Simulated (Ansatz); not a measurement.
NaI: a film clamped to a substrate

Level of theory: DFT r2SCAN, scalar-relativistic, plane waves, PAW (Ansatz 0.2.0). The runs took a 500 eV cutoff, a Γ-centred 6×6×6 mesh and Gaussian smearing (0.05 eV). Spin–orbit coupling is left out, which matters for the heavy elements here. No spin polarisation. Energies are free energies at this smearing, counted from the undisturbed cell; pressure is positive in compression.

Reference structure (as given, not relaxed at this level; it stands at -0.1 GPa):

```xyz
2
Lattice="0.0000 3.2364 3.2364 3.2364 0.0000 3.2364 3.2364 3.2364 0.0000" Properties=species:S:1:pos:R:3 pbc="T T T"
Na    0.0000    0.0000    0.0000
I     3.2364    3.2364    3.2364
```

The cell (2 atoms, V0 = 67.80 Å³) is strained by p along both x and y and by q along z, fractional coordinates fixed. τp = (1/V0) ∂E/∂p = (σxx + σyy)(1 + p)(1 + q) and τq = (1/V0) ∂E/∂q = σzz(1 + p)², with tension positive.

| p | q | ΔE (meV/atom) | τp (GPa) | τq (GPa) |
| --- | --- | --- | --- | --- |
| 0.000 | 0.000 | 0.00 | 0.19 | 0.09 |
| -0.015 | 0.000 | 1.56 | -1.21 | -0.14 |
| 0.015 | 0.000 | 2.49 | 1.34 | 0.33 |
| 0.000 | -0.015 | 0.58 | -0.06 | -0.48 |
| 0.000 | 0.015 | 1.07 | 0.42 | 0.56 |

Q: Get the second derivatives of the energy density.

A: Central differences give A = ∂τp/∂p = 85 GPa (C11 + C22 + 2 C12), C = ∂τq/∂q = 35 GPa (C33) and the cross term B = ∂τq/∂p = 15.8 GPa (C13 + C23); ∂τp/∂q = 15.8 GPa must equal B, and any difference shows higher-order terms. The ions are clamped. In a cubic crystal C11 = C = 35, C12 = B/2 = 7.9 GPa and A should be 2(C11 + C12) = 85 GPa; the bulk modulus is (C11 + 2 C12)/3 = 16.8 GPa.

Q: A film of this crystal grows with z along the normal on a substrate that imposes p. How does its thickness respond, and what does the misfit cost?

A: Count p and q from the stress-free cell. A free surface needs τq = 0, so q = −(B/C) p = -0.45 p. The energy density left is (A − B²/C) p²/2 = M p², with the biaxial modulus M = 39 GPa; a misfit of 1 % costs 0.83 meV/atom, against 0.90 meV/atom if the thickness were held.

At p = -0.030 the energies along q are 14.4 (q = -0.030), 10.1 (q = -0.015), 8.0 (q = 0.000), 7.6 (q = 0.015), 8.6 (q = 0.030) meV/atom.

Q: Does the linear rule hold at this misfit?

A: A parabola through the lowest point and its neighbours has its minimum at q = 0.012, 7.6 meV/atom. With the stress left in the starting cell, τp0 and τq0, linear elasticity gives q = −(τq0 + Bp)/C = 0.011 and E = V0(τp0 p + τq0 q + Ap²/2 + Bpq + Cq²/2)/N = 6.5 meV/atom. The energies differ by more than a tenth, so the quadratic law fails here: the gap holds the anharmonic part, with some error from the wide steps. Cubic terms also shift the vertex of so wide a parabola.